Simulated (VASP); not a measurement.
A run of VASP 6.6.1 is set up as follows.

The input INCAR:

```
  ALGO = Normal
  EDIFF = 1E-6
  ENCUT = 520
  GGA = RP
  GGA_COMPAT = F
  ISIF = 2
  ISMEAR = 0
  IVDW = 12
  LASPH = T
  LCHARG = F
  LORBIT = 11
  LORBMOM = T
  LREAL = F
  LSORBIT = T
  LWAVE = F
  MAGMOM = 0 0 0 0 0 0
  NBANDS = 32
  NELM = 150
  PREC = Accurate
  SIGMA = 0.01
```

The input KPOINTS:

```
k-points
0
Gamma
  5 5 5
```

File POSCAR:

```
TePb
1.0
    0.0000000000      3.2310000000      3.2310000000
    3.2310000000      0.0000000000      3.2310000000
    3.2310000000      3.2310000000      0.0000000000
Pb Te
1 1
Direct
    0.0277200000     -0.0095540000      0.0081930000
    0.5374970000      0.4855880000      0.4693990000
```

Potentials or basis: VASP PAW PBE potentials, release 64 (Pb_d, Te).

Run with:

```console
$ cat potpaw_PBE.64/Pb_d/POTCAR potpaw_PBE.64/Te/POTCAR > POTCAR
$ mpirun -np 1 vasp_ncl > vasp.out
```

Task: Estimate the pressure.

Result: -10.1 GPa.

Task: Predict the largest force.

Result: 0.082 eV/Å.

Task: Predict the dispersion energy per atom.

Result: -1.908 eV.

Task: Predict the net moment.

Result: 0.00 μB per cell.

Stress tensor (GPa, compression positive):
```
 -9.65   0.09  -0.02
  0.09 -10.14  -0.01
 -0.02  -0.01 -10.52
```

Caveat: the PAW data sets were made with another functional, which shifts forces and pressure a little.
